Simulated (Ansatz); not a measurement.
InSb, DFT, PBE, all-electron PAW with datasets made for the crystal, scalar-relativistic (Ansatz 0.2.0), run on 1 thread of Arm Neoverse V2 on a shared host.

The cell comes from COD entry 1525500, which wasn't checked; take it as a given geometry. The listed cell was then made from it by scaling, straining or moving an atom.

Command: `ansatz run input.yaml --threads 1 --pin off --max-ram 4096MiB --backend cpu --events-out ev --progress --plain --runs-dir out`

```yaml
crystal:
  lattice:
    - [5.357, 0.0, 0.0]
    - [0.0, 5.712, 0.0]
    - [0.0, 0.0, 3.03237]
  atoms:
    - { symbol: In, position: [0.0, 0.0, 0.0] }
    - { symbol: In, position: [0.5, 0.5, 0.0] }
    - { symbol: Sb, position: [0.5, 0.0, 0.835] }
    - { symbol: Sb, position: [0.0, 0.5, 0.165] }
kpoints:
  mp_grid: { grid: [6, 6, 11] }
scf:
  occupations: { method: fermi_dirac, width: 0.08 }
hamiltonian:
  xc: pbe
  pseudopotentials: { kind: all_electron, datasets: crystal }
output:
  forces: true
  stress: true
  eigenvalues: true
  efg: { contact_densities: true }
```

Q: How large is the problem that the program sets up?

A: 96 irreducible k-points, 785 plane waves at Γ, 24 bands.

Q: Estimate the wall time and the peak memory.

A: 32 s of wall time for 8 SCF iterations, with a peak of 0.88 GiB. Times on shared machines scatter by tens of per cent.

Q: And the same cell and mesh by PAW (frozen-core files), asked for forces, stress, eigenvalues, efg, write_density, write_potential, elf, on the same hardware?

A: 21 s, peak memory 0.55 GiB.
